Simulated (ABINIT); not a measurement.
# Ge (I4_1/amd) in ABINIT: equation of state

Aim: energy against volume of Ge in PBEsol, for its equilibrium volume and stiffness.

Program: ABINIT 10.8.3 (patched build). These are calculated values, not measurements. Logs are shortened: lines on timing, memory, paths and dates and some standing lists are left out, and cuts for length are marked. The log counts tension as positive stress, the text compression.

## (1) The structure

Symmetry: I4_1/amd, No. 141, tetragonal system. The conventional cell has a = 5.149 Å, b = 5.149 Å, c = 2.795 Å, α = 90.00°, β = 90.00°, γ = 90.00°. Around Ge (site symmetry -4m2) lie 6 Ge at 2.67 to 2.79 Å.

This isn't the form of Ge at room conditions, which is diamond.

## (2) Equation of state, PBEsol

The input, run.abi:

```
# Datasets: one volume each
ndtset 7
getwfk -1
scalecart1 3*0.9795861087
scalecart2 3*0.9864848297
scalecart3 3*0.9932883884
scalecart4 3*1.0000000000
scalecart5 3*1.0066227096
scalecart6 3*1.0131594038
scalecart7 3*1.0196128224

# Pseudopotentials
pp_dirpath "./"
pseudos "Ge.upf"

# Structure
acell 3.8998406021 3.8998406021 3.8998406021 Angstrom
rprim
    -0.6601525502     0.6601525502     0.3583255794
     0.6601525502    -0.6601525502     0.3583255794
     0.6601525502     0.6601525502    -0.3583255794
ntypat 1
znucl 32
natom 2
typat 1 1
xred
     0.5000000000     0.5000000000     0.0000000000
     0.2500000000     0.7500000000     0.5000000000

# Plane-wave basis
ecut 39.0

# k points
kptopt 1
ngkpt 11 11 11
nshiftk 1
shiftk 0.0 0.0 0.0

# Exchange and correlation
ixc -116133

# Bands and occupations
nband 18
occopt 3
tsmear 0.00183747

# SCF cycle
nstep 100
tolvrs 1.0e-10

# Output
iomode 3
prtwf 1
prtden 0
prteig 0
prtebands 0
```

Potentials or basis: PseudoDojo NC SR PBEsol v0.4.1 standard.

Run with:

```sh
abinit run.abi > log 2>&1
```

run.abo:

```text
.Version 10.8.3 of ABINIT
 DATASET    1 : space group I4_1/a m d (#141); Bravais tI (body-center tetrag.)
================================================================================
 Values of the parameters that define the memory need for DATASET  1.
     intxc =       0    ionmov =       0      iscf =       7    lmnmax =       6
     lnmax =       6     mgfft =      45  mpssoang =       3    mqgrid =    3001
     natom =       2  nloc_mem =       1    nspden =       1   nspinor =       1
    nsppol =       1      nsym =      16    n1xccc =    2501    ntypat =       1
    occopt =       3   xclevel =       2
       mpw =        2751          nfft =       91125          nkpt =         126
================================================================================
================================================================================
[... 61 lines left out ...]
 DATASET    7 : space group I4_1/a m d (#141); Bravais tI (body-center tetrag.)
================================================================================
 Values of the parameters that define the memory need for DATASET  7.
     intxc =       0    ionmov =       0      iscf =       7    lmnmax =       6
     lnmax =       6     mgfft =      45  mpssoang =       3    mqgrid =    3001
     natom =       2  nloc_mem =       1    nspden =       1   nspinor =       1
    nsppol =       1      nsym =      16    n1xccc =    2501    ntypat =       1
    occopt =       3   xclevel =       2
       mpw =        3108          nfft =       91125          nkpt =         126
================================================================================
================================================================================

--------------------------------------------------------------------------------
------------- Echo of variables that govern the present computation ------------
--------------------------------------------------------------------------------
 -outvars: echo values of preprocessed input variables --------
            acell      7.3696306727E+00  7.3696306727E+00  7.3696306727E+00 Bohr
              amu      7.26100000E+01
             ecut      3.90000000E+01 Hartree
           getwfk          -1
                       outvar_i_n : Printing only first  50 k-points.
              ixc     -116133
           jdtset        1    2    3    4    5    6    7
                       outvar_i_n : Printing only first  50 k-points.
         kptrlatt       11    0    0      0   11    0      0    0   11
          kptrlen1     5.69100326E+01
          kptrlen2     5.73108207E+01
          kptrlen3     5.77060802E+01
          kptrlen4     5.80959980E+01
          kptrlen5     5.84807509E+01
          kptrlen6     5.88605067E+01
          kptrlen7     5.92354245E+01
            natom           2
            nband          18
           ndtset           7
            ngfft          45      45      45
             nkpt         126
            nstep         100
             nsym          16
[... 58 lines left out ...]
            xcart7    -1.6695746312E-16  4.6316033982E-17  2.6925192939E+00
                       4.9604984421E+00  4.4408920985E-16  1.3462596470E+00
             xred      5.0000000000E-01  5.0000000000E-01  1.8857695589E-19
                       2.5000000000E-01  7.5000000000E-01  5.0000000000E-01
            znucl       32.00000

================================================================================

 chkinp: Checking input parameters for consistency, jdtset=   1.

 chkinp: Checking input parameters for consistency, jdtset=   2.
[... 29 lines left out ...]
 getcut: wavevector=  0.0000  0.0000  0.0000  ngfft=  45  45  45
         ecut(hartree)=     39.000   => boxcut(ratio)=   2.16865

--- Pseudopotential description ------------------------------------------------
- pspini: atom type   1  psp file is ./Ge.upf
12 -116133 2 -1 1560                          pspcod,pspxc,lmax,lloc,mmax
     nproj     2     2     2

   1.72858076E+03                                ecore*ucvol(ha*bohr**3)
--------------------------------------------------------------------------------

================================================================================

--- !BeginCycle
iteration_state: {dtset: 1, }
solver: {iscf: 7, nstep: 100, nline: 4, wfoptalg: 0, }
tolerances: {tolvrs: 1.00E-10, }
...
[... 1007 lines left out ...]
-Cartesian components of stress tensor (GPa)         [Pressure= -4.4940E+00 GPa]
- sigma(1 1)=  4.35922192E+00  sigma(3 2)=  0.00000000E+00
- sigma(2 2)=  4.35922192E+00  sigma(3 1)=  0.00000000E+00
- sigma(3 3)=  4.76354252E+00  sigma(2 1)=  0.00000000E+00

== END DATASET(S) ==============================================================
================================================================================

 -outvars: echo values of variables after computation  --------
            acell      7.3696306727E+00  7.3696306727E+00  7.3696306727E+00 Bohr
           etotal1    -1.7839038368E+02
           etotal2    -1.7839103519E+02
           etotal3    -1.7839136508E+02
           etotal4    -1.7839140681E+02
           etotal5    -1.7839118947E+02
           etotal6    -1.7839073868E+02
           etotal7    -1.7839007803E+02
            fcart1     9.9988409986E-30  9.8643506386E-30 -4.8792633918E-30
                      -9.9988409986E-30 -9.8643506386E-30  4.8792633918E-30
            fcart2    -5.2351536201E-29 -4.1010073099E-29 -6.0564269407E-29
                       5.2351536201E-29  4.1010073099E-29  6.0564269407E-29
            fcart3    -3.8321336467E-29 -1.2202427693E-29  3.1578452126E-30
                       3.8321336467E-29  1.2202427693E-29 -3.1578452126E-30
            fcart4     1.0442302543E-28  8.2695253059E-29  1.1530926467E-28
                      -1.0442302543E-28 -8.2695253059E-29 -1.1530926467E-28
            fcart5     3.3826960418E-29  8.8594420143E-30 -3.5314831258E-29
                      -3.3826960418E-29 -8.8594420143E-30  3.5314831258E-29
[... 38 lines left out ...]
                       0.0000000000E+00  0.0000000000E+00  0.0000000000E+00
           xangst1     4.7557870561E-19  4.7557870561E-19  1.3688860135E+00
                       2.5219343656E+00  2.3500188930E-16  6.8444300676E-01
           xangst2     1.6013120395E-17  1.6013120395E-17  1.3785263735E+00
                       2.5396950519E+00 -1.8804098639E-16  6.8926318673E-01
           xangst3    -4.8406151323E-17  1.3769020262E-16  1.3880337524E+00
                       2.5572107438E+00 -2.3500188930E-16  6.9401687620E-01
           xangst4    -8.5082413722E-17  9.9095588627E-17  1.3974126433E+00
                       2.5744897188E+00  9.2089001175E-17  6.9870632166E-01
           xangst5    -8.4148964944E-18 -8.4148964944E-18  1.4066673014E+00
                       2.5915398166E+00 -1.8228506124E-16  7.0333365072E-01
           xangst6     1.6368501652E-17  1.6368501652E-17  1.4158017606E+00
                       2.6083684686E+00  5.4585183758E-17  7.0790088028E-01
           xangst7    -8.8350084611E-17  2.4509389666E-17  1.4248198493E+00
                       2.6249827285E+00  2.3500188930E-16  7.1240992465E-01
             xred      5.0000000000E-01  5.0000000000E-01  1.8857695589E-19
                       2.5000000000E-01  7.5000000000E-01  5.0000000000E-01
 Calculation completed.
```

Run time: 18 min. Hardware: 1 thread of Arm Neoverse V2, shared host; peak memory 0.22 GiB.

Results:

| Item | Value |
| --- | --- |
| Equilibrium volume | 18.39 Å³/atom |
| Bulk modulus at fixed shape and positions | 79 GPa |
| Pressure derivative of the bulk modulus | 4.3 |

Energy against volume, from the lowest point:
```
volume (Å³/atom)  energy (meV/atom)
          17.413              13.92
          17.783               5.06
          18.154               0.57
          18.524               0.00
          18.895               2.96
          19.265               9.09
          19.636              18.08
```

Caveat: pressures at fixed basis lie under the slope of the energies; the cell was scaled at fixed shape and fractional positions, which overstates the stiffness of a crystal with free parameters, most of all of layers and chains.
